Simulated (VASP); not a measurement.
# K (Fm-3m) in VASP: further runs

One crystal, K, is run at these levels: PBE; tasks: single point.

All numbers are computed with VASP 6.6.1; they aren't measurements. Logs are shortened: lines on timing, memory, paths and dates and some standing lists are left out, and cuts for length are marked.

## Step 1: The structure

Symmetry: Fm-3m, No. 225, cubic system. Conventional cell: a = 6.784 Å, b = 6.784 Å, c = 6.784 Å, α = 90.00°, β = 90.00°, γ = 90.00°.

This isn't the form of K at room conditions, which is bcc.

## Step 2: Single point, PBE

File INCAR:

```
SYSTEM = K
ADDGRID = .False. ; ALGO = Normal
EDIFF = 1E-4 ; ENCUT = 450
GGA = PE ; ISIF = 2
ISMEAR = 0 ; LASPH = .True.
LCHARG = .False. ; LREAL = .False.
LWAVE = .False. ; NELM = 100
PREC = Accurate ; SIGMA = 0.1
```

File KPOINTS:

```
k-points
0
Gamma
  11 11 11
  0 0 0
```

File POSCAR:

```
K
1.0
    0.0000000000      3.3918728180      3.3918728180
    3.3918728180      0.0000000000      3.3918728180
    3.3918728180      3.3918728180      0.0000000000
K
1
Direct
    0.0000000000      0.0000000000      0.0000000000
```

Potentials or basis: VASP PAW PBE potentials, release 64 (K_sv).

Started as:

```console
cat potpaw_PBE.64/K_sv/POTCAR > POTCAR
mpirun -np 1 vasp_std > vasp.out
```

OUTCAR:

```text
SYSTEM = K
   EDIFF = 1E-4
   ENCUT = 450
   GGA = PE
   ISIF = 2
   ISMEAR = 0
   LASPH = .True.
   LREAL = .False.
   NELM = 100
   PREC = Accurate

 Found     56 irreducible k-points:

 Following reciprocal coordinates:
            Coordinates               Weight
  0.000000  0.000000  0.000000      1.000000
  0.090909  0.000000  0.000000      8.000000
  0.181818  0.000000  0.000000      8.000000
  0.272727  0.000000  0.000000      8.000000
  0.363636  0.000000  0.000000      8.000000
  0.454545  0.000000  0.000000      8.000000
   k-points           NKPTS =     56   k-points in BZ     NKDIM =     56   number of bands    NBANDS=      8
   number of dos      NEDOS =    301   number of ions     NIONS =      1
   total plane-waves  NPLWV =  46656
   dimension x,y,z NGX =    36 NGY =   36 NGZ =   36
   dimension x,y,z NGXF=    72 NGYF=   72 NGZF=   72
   ions per type =               1
   NGX,Y,Z   is equivalent  to a cutoff of  12.48, 12.48, 12.48 a.u.
   NGXF,Y,Z  is equivalent  to a cutoff of  24.95, 24.95, 24.95 a.u.
 SYSTEM =  K
   PREC   = accura    normal or accurate (medium, high low for compatibility)
   ISTART =      0    job   : 0-new  1-cont  2-samecut
   ICHARG =      2    charge: 1-file 2-atom 10-const
   ISPIN  =      1    spin polarized calculation?
   LNONCOLLINEAR =      F non collinear calculations
   LSORBIT =      F    spin-orbit coupling
   LASPH  =      T    aspherical Exc in radial PAW
   ENCUT  =  450.0 eV  33.07 Ry    5.75 a.u.   8.30  8.30  8.30*2*pi/ulx,y,z
   NELM   =    100;   NELMIN=  2; NELMDL= -5     # of ELM steps
   EDIFF  = 0.1E-03   stopping-criterion for ELM
   LREAL  =      F    real-space projection
   EDIFFG = 0.1E-02   stopping-criterion for IOM
   NSW    =      0    number of steps for IOM
   IBRION =     -1    ionic relax: 0-MD 1-quasi-New 2-CG
   NFREE  =      0    steps in history (QN), initial steepest desc. (CG)
   ISIF   =      2    stress and relaxation
   ISYM   =      2    0-nonsym 1-usesym 2-fastsym
   POTIM  = 0.5000    time-step for ionic-motion
   TEBEG  =    0.0;   TEEND  =   0.0 temperature during run
   PSTRESS=    0.0 pullay stress
   NELECT =       9.0000    total number of electrons
   NUPDOWN=      -1.0000    fix difference up-down
   EMIN   =  10.00;   EMAX   =-10.00  energy-range for DOS
   EFERMI =   0.00;   METHOD = LEGACY
   ISMEAR =     0;   SIGMA  =   0.10  broadening in eV -4-tet -1-fermi 0-gaus
   EFERMI_NEDOS =   21; number of points for ismear=-14 and -15
   IALGO  =     38    algorithm
   IMIX   =      4    mixing-type and parameters
     AMIX     =   0.40;   BMIX     =  1.00
     AMIX_MAG =   1.60;   BMIX_MAG =  1.00
  volume/ion in A,a.u.               =      78.05       526.68
  Fermi-wavevector in a.u.,A,eV,Ry     =   0.796843  1.505815  8.639139  0.634959
  Thomas-Fermi vector in A             =   1.903445
   LORBIT       =      0    0 simple, 1 ext, 2 COOP (PROOUT), +10 PAW based schemes
   GGA     = PE    functional components
   LHFCALC =     F    Hartree Fock is set to
   AEXX    =    0.0000 exact exchange contribution
   IVDW    =     0    specifies the selected vdW correction
   LEPSILON=     F    determine dielectric tensor
   LRPA    =     F    only Hartree local field effects (RPA)
 non-spin polarized calculation
 Gauss-broadening in eV      SIGMA  =   0.10
  energy-cutoff  :      450.00
  volume of cell :       78.05
 maximum number of plane-waves:      1715
 NGX is ok and might be reduce to    36
   NGX = 17   NGY = 17   NGZ = 17

 number of electron       9.0000002 magnetization

 Free energy of the ion-electron system (eV)
  ---------------------------------------------------
  ext. energy  EPLUGINS =         0.00000000
  ---------------------------------------------------
  free energy    TOTEN  =        -1.04622531 eV

  energy without entropy =       -1.04168065  energy(sigma->0) =       -1.04395298

 E-fermi :  -0.2222     XC(G=0):  -5.5069

 val. band max:       -0.2760884466   @ k =  -0.2727   0.2727   0.0000
 cond. band min:      -0.2198016013   @ k =   0.4545   0.0000   0.0000
 fundamental gap:      0.0562868452
 Fermi energy:        -0.2221711632

 k-point     1 :       0.0000    0.0000    0.0000
  band No.  band energies     occupation
      1     -32.4019      2.00000
      2     -15.8558      2.00000
      3     -15.8558      2.00000
      4     -15.8558      2.00000
      5      -2.3173      2.00000
      6       3.9099      0.00000
      7       3.9099      0.00000
      8       3.9099      0.00000

 k-point     2 :       0.0909    0.0000    0.0000
  band No.  band energies     occupation
      1     -32.4017      2.00000
      2     -15.8602      2.00000
      3     -15.8564      2.00000
      4     -15.8564      2.00000
      5      -2.2248      2.00000
      6       3.6400      0.00000
      7       3.9447      0.00000
      8       3.9447      0.00000

 k-point     3 :       0.1818    0.0000    0.0000
  band No.  band energies     occupation
      1     -32.4011      2.00000
      2     -15.8716      2.00000
      3     -15.8581      2.00000
      4     -15.8581      2.00000
      5      -1.9513      2.00000
      6       3.0194      0.00000
      7       3.9937      0.00000
      8       3.9937      0.00000

 k-point     4 :       0.2727    0.0000    0.0000
  band No.  band energies     occupation
      1     -32.4004      2.00000
      2     -15.8866      2.00000
      3     -15.8602      2.00000
      4     -15.8602      2.00000
      5      -1.5096      2.00000
      6       2.2532      0.00000
      7       3.9330      0.00000
      8       3.9330      0.00000

 k-point     5 :       0.3636    0.0000    0.0000
  band No.  band energies     occupation
      1     -32.3996      2.00000
      2     -15.9002      2.00000
      3     -15.8621      2.00000
      4     -15.8621      2.00000
      5      -0.9210      2.00000
      6       1.4275      0.00000
      7       3.8017      0.00000
      8       3.8017      0.00000

 k-point     6 :       0.4545    0.0000    0.0000
  band No.  band energies     occupation
      1     -32.3992      2.00000
      2     -15.9083      2.00000
      3     -15.8632      2.00000
      4     -15.8632      2.00000
      5      -0.2198      0.97327
      6       0.6018      0.00000
      7       3.7134      0.00000
      8       3.7134      0.00000

 [... further k-points ...]
[... 5 lines left out ...]
  --------------------------------------------------------------------------------------
  -------------------------------------------------------------------------------------
  Total       -0.1053844     -0.1053844     -0.1053844     -0.0000000      0.0000000      0.0000000
  in kB       -2.1634068     -2.1634068     -2.1634068     -0.0000000      0.0000000      0.0000000
  external PRESSURE =      -2.1634068 kB  Pullay stress =       0.0000000 kB

 VOLUME and BASIS-vectors are now :
 -----------------------------------------------------------------------------
  energy-cutoff  :      450.00
  volume of cell :       78.05
      direct lattice vectors                 reciprocal lattice vectors
     0.000000000  3.391872818  3.391872818    -0.147411188  0.147411188  0.147411188
     3.391872818  0.000000000  3.391872818     0.147411188 -0.147411188  0.147411188
     3.391872818  3.391872818  0.000000000     0.147411188  0.147411188 -0.147411188

 POSITION                                       TOTAL-FORCE (eV/Angst)
 -----------------------------------------------------------------------------------
      0.00000      0.00000      0.00000         0.000000      0.000000      0.000000
 -----------------------------------------------------------------------------------
    total drift:                               -0.000000     -0.000000      0.000000

  FREE ENERGIE OF THE ION-ELECTRON SYSTEM (eV)
  ---------------------------------------------------
  free  energy   TOTEN  =        -1.0462253101 eV

  energy  without entropy=       -1.0416806470  energy(sigma->0) =       -1.04395298
```

It took 15 s on 1 thread of Intel Xeon Platinum 8488C (Sapphire Rapids), shared host; peak memory 0.2 GiB.

The run converged, but some of its settings lie outside the range that counts as converged, so its numbers aren't taken as properties of the crystal.

Results:

- Free energy: -1.0462 eV
- Pressure: -0.2 GPa
- Band gap on the k mesh: none (metal or under the smearing width)

## Step 3: Single point, PBE

Edit INCAR of step 2 so:

```diff
@@ -2,3 +2,3 @@
 ADDGRID = .False. ; ALGO = Normal
-EDIFF = 1E-4 ; ENCUT = 450
+EDIFF = 1E-5 ; ENCUT = 450
 GGA = PE ; ISIF = 2
```

KPOINTS is that of step 2.

POSCAR is that of step 2.

Potentials or basis: VASP PAW PBE potentials, release 64 (K_sv).

Started as:

```console
cat potpaw_PBE.64/K_sv/POTCAR > POTCAR
mpirun -np 1 vasp_std > vasp.out
```

It took 21 s on 1 thread of Intel Xeon Platinum 8488C (Sapphire Rapids), shared host; peak memory 0.2 GiB.

These settings aren't checked as converged: the numbers below hold their error.

Results:

| Item | Value |
| --- | --- |
| Free energy | -1.0462 eV |
| Pressure | -0.2 GPa |
| Band gap on the k mesh | none (metal or under the smearing width) |

## Step 4: The reference run

An earlier run on the cell as given: functional PBE; potentials or basis VASP PAW PBE potentials, release 64 (K_sv); cutoff 520 eV; k mesh 7 × 7 × 7; occupations fermi-dirac, width 0.05 eV; no spin polarisation.

* Pressure: -0.2 GPa
* Band gap on the k mesh: none (metal or under the smearing width)
